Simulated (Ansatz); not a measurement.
Crystal: HfN.

```
CELL_PARAMETERS angstrom
0.00000 2.45482 2.45482
2.45482 0.00000 2.45482
2.45482 2.45482 0.00000
ATOMIC_POSITIONS crystal
Hf 0.00000 0.00000 0.00000
N 0.25000 0.25000 0.25000
```

The cell comes from a database or a generator and needn't be the stable form of this composition.

| Item | Value |
| --- | --- |
| Program | Ansatz 0.2.0 |
| Task | relaxation of cell and atoms |
| Functional | PBEsol |
| Potentials or basis | Ansatz PAW |
| Cutoff | 420 eV (not typed: the program's choice for these potentials) |
| k mesh | 9 × 9 × 9 |
| Occupations | fermi-dirac, width 0.05 eV |
| Spin | no spin polarisation |

At the start: volume 14.79 Å³/atom.

How do energy, volume and symmetry change on relaxing?

It ends after 7 steps and the volume is 14.41 Å³/atom (-2.6 %); space group F-43m (No. 216, to 0.05 Å).

The path:
```
step  energy change (eV)  largest force (eV/Å)  volume (Å³)
   1              0.0000                0.0000        29.59
   2             -0.0135                0.0000        28.60
   3             -0.0141                0.0000        28.84
   4             -0.0141                0.0000        28.83
   5             -0.0124                0.0000        28.83
   6             -0.0124                0.0000        28.81
   7             -0.0124                0.0000        28.81
```

Final structure:
```cif
data_structure
_symmetry_space_group_name_H-M 'P 1'
_symmetry_Int_Tables_number 1
_cell_length_a 3.4412
_cell_length_b 3.4412
_cell_length_c 3.4412
_cell_angle_alpha 60.000
_cell_angle_beta 60.000
_cell_angle_gamma 60.000
_cell_volume 28.81
loop_
_atom_site_label
_atom_site_type_symbol
_atom_site_fract_x
_atom_site_fract_y
_atom_site_fract_z
_atom_site_occupancy
Hf1 Hf 0.00000 0.00000 0.00000 1
N1 N 0.25000 0.25000 0.25000 1
```

Caveat: the plane-wave basis is chosen anew once the cell has moved, so the energies of steps on either side of that aren't comparable; the pressure holds a Pulay correction of +0.4 GPa for the finite cutoff; the PAW data sets come from PBE, with cores solved anew for the run's functional, which leaves a small shift of forces and pressure.
